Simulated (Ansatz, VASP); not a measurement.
Given: the input of a run of VASP 6.6.1 on NaH.

INCAR

```
SYSTEM = NaH
PREC = Accurate
ENCUT = 520
EDIFF = 1E-7
ISMEAR = -1
SIGMA = 0.05
LREAL = .FALSE.
LASPH = .TRUE.
NELM = 100
ALGO = Normal
ISIF = 2
LWAVE = .FALSE.
LCHARG = .FALSE.
GGA = PE
NBANDS = 11
```

File KPOINTS:

```
Automatic mesh
0
G
  9 9 9
  0 0 0
```

The input POSCAR:

```
NaH
1.0
    2.9746949280      0.0000000000      0.0000000000
    0.0000000000      2.9746949280      0.0000000000
    0.0000000000      0.0000000000      2.9746949280
Na H
1 1
Direct
    0.0000000000      0.0000000000      0.0000000000
    0.5000000000      0.5000000000      0.5000000000
```

Potentials or basis: VASP PAW PBE potentials, release 64 (Na_pv, H).

Launch:

```sh
$ cat potpaw_PBE.64/Na_pv/POTCAR potpaw_PBE.64/H/POTCAR > POTCAR
$ mpirun -np 1 vasp_std > vasp.out
```

Task: Translate it to Ansatz 0.2.0. Potentials there: Ansatz PAW.

Result: As run (the cutoff follows the program's own potentials):

File input.yaml:

```yaml
crystal:
  lattice:
    - [2.974694928, 0.0, 0.0]
    - [0.0, 2.974694928, 0.0]
    - [0.0, 0.0, 2.974694928]
  atoms:
    - { symbol: Na, position: [0.0, 0.0, 0.0] }
    - { symbol: H, position: [0.5, 0.5, 0.5] }
hamiltonian:
  xc: pbe
  pseudopotentials: { kind: paw }
kpoints:
  mp_grid: { grid: [9, 9, 9] }
scf:
  occupations: { method: fermi_dirac, width: 0.05 }
output:
  forces: true
  stress: true
  eigenvalues: true
```

Potentials or basis: Ansatz PAW.

Command:

```bash
$ ansatz run input.yaml --threads 2 --pin off --max-ram 5120MiB --backend cpu --events-out ev --progress --plain --runs-dir out
```

Both were run:

|  | VASP | Ansatz | Ansatz less VASP |
| --- | --- | --- | --- |
| gap on the k mesh at the Fermi level (eV) | 1.49 | 1.49 | +0.002 |
| least direct gap on the mesh (eV) | 4.75 | 4.75 | +0.004 |
| pressure (GPa) | -0.3 | -0.2 | +0.05 |

With one functional, cell and mesh, what is left measures potentials, basis and numerics. The two sets of potentials don't hold the same shells in valence.

Caveats: an odd mesh through Γ misses points on the zone boundary, where band edges often lie (VASP); odd divisions of the mesh miss points on the zone boundary, where band edges often lie, so the gap on the mesh can be too wide (Ansatz).
